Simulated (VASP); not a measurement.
CsCl (CsCl type): the bulk modulus from VASP (plane waves, PAW) at several levels of theory. Static lattice, third-order Birch-Murnaghan fit over five volumes.

| level | bulk modulus (GPa) |
|---|---|
| LDA | 24.8 |
| PBE | 14.3 |
| PBEsol | 18.5 |
| PBE-D4 | 16.2 |
| rev-vdW-DF2 | 19.0 |
| revTPSS | 15.0 |
| SCAN | 19.2 |
| r2SCAN | 18.3 |
| r2SCAN+rVV10 | 21.1 |
| HSE06 | 15.5 |

The cell of the LDA run:

```cif
data_ClCs
_chemical_formula_sum 'Cs1 Cl1'
_space_group_name_H-M_alt 'Pm-3m'
_space_group_IT_number 221
_space_group_name_Hall '-P 4 2 3'
_cell_length_a 3.97746
_cell_length_b 3.97746
_cell_length_c 3.97746
_cell_angle_alpha 90.000
_cell_angle_beta 90.000
_cell_angle_gamma 90.000
loop_
_atom_site_label
_atom_site_type_symbol
_atom_site_symmetry_multiplicity
_atom_site_Wyckoff_symbol
_atom_site_fract_x
_atom_site_fract_y
_atom_site_fract_z
_atom_site_occupancy
Cs1 Cs 1 a 0.00000 0.00000 0.00000 1
Cl1 Cl 1 b 0.50000 0.50000 0.50000 1
```

Only levels that ran to the end are used. Left out are those held back, those with too coarse a band path, GW runs whose mesh misses a band edge, hybrids' fits of cells that aren't cubic and levels without matching references; a question may draw on a part of the rest.

The compound is CsCl in the CsCl type structure.
